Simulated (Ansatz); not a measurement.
Crystal: CoO.

```
Co O
1.0
    -1.50800    1.50800    2.10725
     1.50800   -1.50800    2.10725
     1.50800    1.50800   -2.10725
Co O
1 1
Direct
  0.00000 0.00000 0.00000
  0.50000 0.50000 0.00000
```

- Program: Ansatz 0.2.0
- Task: single point
- Functional: PBEsol
- Potentials or basis: Ansatz PAW
- Cutoff: 420 eV (not typed: the program's choice for these potentials)
- k mesh: 12 × 12 × 12
- Occupations: fermi-dirac, width 0.05 eV
- Spin: collinear spin, ferromagnetic start
- Starting moments: [2.0, 0.0] μB

On this cell: pressure -9.1 GPa; largest force under 0.003 eV/Å; net moment 2.94 μB per cell; site moments Co +2.48; O +0.34 μB; band gap on the k mesh none (metal or under the smearing width).

The same run follows on a disturbed copy (atoms moved at random, drawn with an rms of 0.05 Å):

```
Co O
1.0
    -1.50800    1.50800    2.10725
     1.50800   -1.50800    2.10725
     1.50800    1.50800   -2.10725
Co O
1 1
Direct
  0.99472 0.00494 0.01533
  0.51463 0.49959 0.00496
```

Question: What does the disturbed cell give?

Answer: The energy (extrapolated to zero smearing) moves by +0.3 meV/atom; pressure -8.6 GPa; largest force 0.045 eV/Å; net moment 2.95 μB per cell; site moments Co +2.47; O +0.34 μB; band gap on the k mesh none (metal or under the smearing width).

Forces in eV/Å, atoms in the order of the input:
```
Co   0.005  0.002  0.045
O   -0.005 -0.002 -0.045
```

Stress tensor (GPa, compression positive):
```
-9.00 -0.35  0.29
-0.35 -8.80 -0.12
 0.29 -0.12 -8.11
```

Caveats: a cell with one magnetic atom can't hold antiferromagnetic order, which such compounds often take; semilocal functionals often make such compounds metallic where correlation or magnetic order opens a gap, which also shifts bond lengths; the PAW data sets come from PBE, with cores solved anew for the run's functional, which leaves a small shift of forces and pressure.
